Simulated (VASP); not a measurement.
## LiF (strained rocksalt): a PBE single-point calculation in VASP

INCAR

```
LWAVE = .FALSE.
GGA = PE
ISMEAR = -1
LREAL = .FALSE.
EDIFF = 1E-7
NBANDS = 12
PREC = Accurate
LASPH = .TRUE.
NSW = 0
LCHARG = .FALSE.
ENCUT = 520
SIGMA = 0.02
IBRION = -1
NELM = 120
ISIF = 2
```

KPOINTS

```
KPOINTS created by Atomic Simulation Environment
0
Gamma
10 10 10
0 0 0
```

KPOINTS_OPT

```
special points
7
Reciprocal
0.0000000000 0.0000000000 0.0000000000 1
0.5000000000 0.0000000000 0.5000000000 1
0.6250000000 0.2500000000 0.6250000000 1
0.3750000000 0.3750000000 0.7500000000 1
0.5000000000 0.5000000000 0.5000000000 1
0.5000000000 0.2500000000 0.7500000000 1
0.0364580000 0.0364580000 0.0677080000 1
```

POSCAR

```
Li F
 1.0000000000000000
     0.0577522106000000    1.9905834401000000    1.9905834401000000
     1.9905834401000000    0.0577522106000000    1.9905834401000000
     1.9905834401000000    1.9905834401000000    0.0577522106000000
 Li  F
   1   1
Cartesian
  0.0000000000000000  0.0000000000000000  0.0000000000000000
  2.0194595454000002  2.0194595454000002  2.0194595454000002
```

VASP ran with the recommended PBE PAW datasets (10 valence electrons in the cell).

Command

```
mpirun -np 1 vasp_std
```

OSZICAR

```
N       E                     dE             d eps       ncg     rms          rms(c)
DAV:   1     0.309432113508E+02    0.30943E+02   -0.54828E+03  2928   0.855E+02
DAV:   2    -0.910230912011E+01   -0.40046E+02   -0.39246E+02  3324   0.190E+02
DAV:   3    -0.100890078078E+02   -0.98670E+00   -0.98450E+00  3640   0.260E+01
DAV:   4    -0.100992465621E+02   -0.10239E-01   -0.10238E-01  3204   0.273E+00
DAV:   5    -0.100993457782E+02   -0.99216E-04   -0.99216E-04  3604   0.209E-01    0.455E+00
DAV:   6    -0.957492705936E+01    0.52442E+00   -0.23782E+00  3200   0.981E+00    0.133E+00
DAV:   7    -0.957926253703E+01   -0.43355E-02   -0.23731E-02  3624   0.130E+00    0.848E-01
DAV:   8    -0.958568620047E+01   -0.64237E-02   -0.13985E-02  3468   0.123E+00    0.110E-01
DAV:   9    -0.958567693793E+01    0.92625E-05   -0.95964E-04  3216   0.279E-01    0.416E-02
DAV:  10    -0.958575347740E+01   -0.76539E-04   -0.11520E-04  3224   0.860E-02    0.153E-02
DAV:  11    -0.958575231477E+01    0.11626E-05   -0.60222E-06  3564   0.230E-02    0.295E-03
DAV:  12    -0.958575241914E+01   -0.10437E-06   -0.43866E-07  3316   0.577E-03    0.908E-04
DAV:  13    -0.958575241198E+01    0.71603E-08   -0.72299E-08  2344   0.250E-03
   1 F= -.95857524E+01 E0= -.95857524E+01  d E =-.270001E-12
       N       E                     dE             ncg
DAV:   1     0.822706286502E+03   -0.30862E+04      168
DAV:   2     0.533546563234E+03   -0.28916E+03      204
DAV:   3     0.526503639538E+03   -0.70429E+01      236
DAV:   4     0.526477733781E+03   -0.25906E-01      200
DAV:   5     0.526477520951E+03   -0.21283E-03      232
DAV:   6     0.526477517421E+03   -0.35303E-05      196
DAV:   7     0.526477517338E+03   -0.82946E-07      228
```

From OUTCAR

```
k-points           NKPTS =    116   k-points in BZ     NKDIM =    116   number of bands    NBANDS=     12

   NELECT =      10.0000    total number of electrons

   dimension x,y,z NGX =    24 NGY =   24 NGZ =   24
   dimension x,y,z NGXF=    48 NGYF=   48 NGZF=   48

  energy-cutoff  :      520.00
  volume of cell :       15.09
      direct lattice vectors                 reciprocal lattice vectors
     0.057752211  1.990583440  1.990583440    -0.262386832  0.254988914  0.254988914
     1.990583440  0.057752211  1.990583440     0.254988914 -0.262386832  0.254988914
     1.990583440  1.990583440  0.057752211     0.254988914  0.254988914 -0.262386832

 k-points in reciprocal lattice and weights: KPOINTS created by Atomic Simulation Env
   0.00000000  0.00000000  0.00000000       0.001
   0.10000000 -0.00000000 -0.00000000       0.006
   0.20000000 -0.00000000 -0.00000000       0.006
   0.30000000  0.00000000 -0.00000000       0.006
   0.40000000  0.00000000 -0.00000000       0.006
   0.50000000  0.00000000  0.00000000       0.003
   0.10000000  0.10000000 -0.00000000       0.006
   0.20000000  0.10000000 -0.00000000       0.012
   ...

 E-fermi :   0.0743

 k-point     1 :       0.0000    0.0000    0.0000
  band No.  band energies     occupation
      1     -41.2788      2.00000
      2     -20.7099      2.00000
      3      -0.6855      2.00000
      4      -0.4109      2.00000
      5      -0.4109      2.00000
      6       9.3205      0.00000
      7      23.6326      0.00000
      8      24.0606      0.00000
      9      24.7189      0.00000
     10      24.7189      0.00000
     11      25.1402      0.00000
     12      25.1402      0.00000

 k-point     2 :       0.1000   -0.0000   -0.0000
  band No.  band energies     occupation
      1     -41.2707      2.00000
      2     -20.6634      2.00000
      3      -0.7994      2.00000
      4      -0.6386      2.00000
      5      -0.4431      2.00000
      6       9.6063      0.00000
      7      21.6934      0.00000
      8      22.7111      0.00000
      9      23.3179      0.00000
     10      25.0178      0.00000
     11      25.9776      0.00000
     12      26.2759      0.00000

 k-point     3 :       0.2000   -0.0000   -0.0000
  band No.  band energies     occupation
      1     -41.2493      2.00000
      2     -20.5374      2.00000
      3      -1.5284      2.00000
      4      -0.7346      2.00000
      5      -0.5254      2.00000
      6      10.2169      0.00000
      7      19.1619      0.00000
      8      21.1348      0.00000
      9      21.6559      0.00000
     10      26.3027      0.00000
     11      27.0327      0.00000
     12      27.7520      0.00000

 k-point     4 :       0.3000    0.0000   -0.0000
  band No.  band energies     occupation
      1     -41.2229      2.00000
      2     -20.3743      2.00000
      3      -2.3830      2.00000
      4      -0.8032      2.00000
      5      -0.6237      2.00000
      6      10.6404      0.00000
      7      17.7456      0.00000
      8      19.7873      0.00000
      9      20.2884      0.00000
     10      28.0143      0.00000
     11      28.5868      0.00000
     12      29.6136      0.00000

 k-point     5 :       0.4000    0.0000   -0.0000
  band No.  band energies     occupation
      1     -41.2016      2.00000
      2     -20.2355      2.00000
      3      -3.0259      2.00000
      4      -0.8543      2.00000
      5      -0.7006      2.00000
      6      10.6685      0.00000
      7      17.3667      0.00000
      8      18.9022      0.00000
      9      19.4136      0.00000
     10      29.9213      0.00000
     11      30.3324      0.00000
     12      31.5455      0.00000

 k-point     6 :       0.5000    0.0000    0.0000
  band No.  band energies     occupation
      1     -41.1934      2.00000
      2     -20.1803      2.00000
      3      -3.2627      2.00000
      4      -0.8732      2.00000
      5      -0.7294      2.00000
      6      10.6065      0.00000
      7      17.3721      0.00000
      8      18.5934      0.00000
      9      19.1143      0.00000
     10      31.2070      0.00000
     11      31.2532      0.00000
     12      32.5153      0.00000

 k-point     7 :       0.1000    0.1000   -0.0000
  band No.  band energies     occupation
      1     -41.2684      2.00000
      2     -20.6500      2.00000
      3      -0.8575      2.00000
      4      -0.6353      2.00000
      5      -0.5167      2.00000
      6       9.7276      0.00000
      7      21.7543      0.00000
      8      22.7729      0.00000
      9      22.8296      0.00000
     10      23.0873      0.00000
     11      27.1353      0.00000
     12      27.9873      0.00000

 k-point     8 :       0.2000    0.1000   -0.0000
  band No.  band energies     occupation
      1     -41.2519      2.00000
      2     -20.5499      2.00000
      3      -1.3372      2.00000
      4      -0.8408      2.00000
      5      -0.5908      2.00000
      6      10.3075      0.00000
      7      19.6486      0.00000
      8      21.2741      0.00000
      9      21.6866      0.00000
     10      23.9590      0.00000
     11      28.3651      0.00000
     12      29.3067      0.00000

 k-point     9 :       0.3000    0.1000   -0.0000
  band No.  band energies     occupation
      1     -41.2275      2.00000
      2     -20.3956      2.00000
      3      -2.1270      2.00000
      4      -0.9485      2.00000
      5      -0.7192      2.00000
      6      10.9082      0.00000
      7      17.8085      0.00000
      8      20.1743      0.00000
      9      20.4956      0.00000
     10      25.6143      0.00000
     11      29.6138      0.00000
     12      30.6089      0.00000

 k-point    10 :       0.4000    0.1000    0.0000
  band No.  band energies     occupation
      1     -41.2046      2.00000
      2     -20.2421      2.00000
      3      -2.8213      2.00000
      4      -1.0024      2.00000
      5      -0.8674      2.00000
      6      11.1268      0.00000
      7      17.0344      0.00000
      8      19.3022      0.00000
      9      19.6762      0.00000
     10      27.6053      0.00000
     11      31.1516      0.00000
     12      31.9726      0.00000

 k-point    11 :       0.5000    0.1000    0.0000
  band No.  band energies     occupation
      1     -41.1917      2.00000
      2     -20.1529      2.00000
      3      -3.1880      2.00000
      4      -1.0612      2.00000
      5      -0.9117      2.00000
      6      11.0740      0.00000
      7      16.8946      0.00000
      8      18.8281      0.00000
      9      19.3580      0.00000
     10      29.6035      0.00000
     11      31.7405      0.00000
     12      32.1855      0.00000

 k-point    12 :      -0.4000    0.1000    0.0000
  band No.  band energies     occupation
      1     -41.1941      2.00000
      2     -20.1690      2.00000
      3      -3.1164      2.00000
      4      -1.1066      2.00000
      5      -0.8348      2.00000
      6      11.0652      0.00000
      7      16.8864      0.00000
      8      18.8601      0.00000
      9      19.4861      0.00000
     10      29.9174      0.00000
     11      30.6771      0.00000
     12      31.4663      0.00000

 k-point    13 :      -0.3000    0.1000   -0.0000
  band No.  band energies     occupation
      1     -41.2105      2.00000
      2     -20.2823      2.00000
      3      -2.6279      2.00000
      4      -1.0659      2.00000
      5      -0.7205      2.00000
      6      11.0316      0.00000
      7      17.1326      0.00000
      8      19.4679      0.00000
      9      19.9968      0.00000
     10      27.9871      0.00000
     11      28.7274      0.00000
     12      31.3823      0.00000

 k-point    14 :      -0.2000    0.1000   -0.0000
  band No.  band energies     occupation
      1     -41.2348      2.00000
      2     -20.4423      2.00000
      3      -1.8757      2.00000
      4      -0.9449      2.00000
      5      -0.6134      2.00000
      6      10.6581      0.00000
      7      18.2103      0.00000
      8      20.5764      0.00000
      9      20.8425      0.00000
     10      26.1721      0.00000
     11      26.9973      0.00000
     12      30.2671      0.00000

 k-point    15 :      -0.1000    0.1000    0.0000
  band No.  band energies     occupation
      1     -41.2579      2.00000
      2     -20.5862      2.00000
      3      -1.1367      2.00000
      4      -0.7847      2.00000
      5      -0.5324      2.00000
      6      10.0280      0.00000
      7      20.2304      0.00000
      8      21.6176      0.00000
      9      22.2042      0.00000
     10      24.9143      0.00000
     11      25.9180      0.00000
     12      28.7041      0.00000

 ...

  Total        0.8303237      0.8303237      0.8303237     -0.2030762     -0.2030762     -0.2030762
  in kB       88.1667825     88.1667825     88.1667825    -21.5633723    -21.5633723    -21.5633723
  external PRESSURE =      88.1667825 kB  Pullay stress =       0.0000000 kB

 POSITION                                       TOTAL-FORCE (eV/Angst)
 -----------------------------------------------------------------------------------
      0.00000      0.00000      0.00000        -0.000000     -0.000000      0.000000
      2.01946      2.01946      2.01946         0.000000      0.000000     -0.000000
 -----------------------------------------------------------------------------------
    total drift:                               -0.000000     -0.000000      0.000000

  FREE ENERGIE OF THE ION-ELECTRON SYSTEM (eV)
  ---------------------------------------------------
  free  energy   TOTEN  =        -9.5857524120 eV

  energy  without entropy=       -9.5857524120  energy(sigma->0) =       -9.58575241
```

The gap between bands v and c is 9.73 eV. The least direct gap is 9.73 eV. The pressure is 8.8 GPa.

Band v is the last that the valence electrons fill when counted band by band, and c is the next.

The run took about 7.5 s on one core of a shared host (Intel Xeon 6975P-C) and held 0.14 GiB at most.
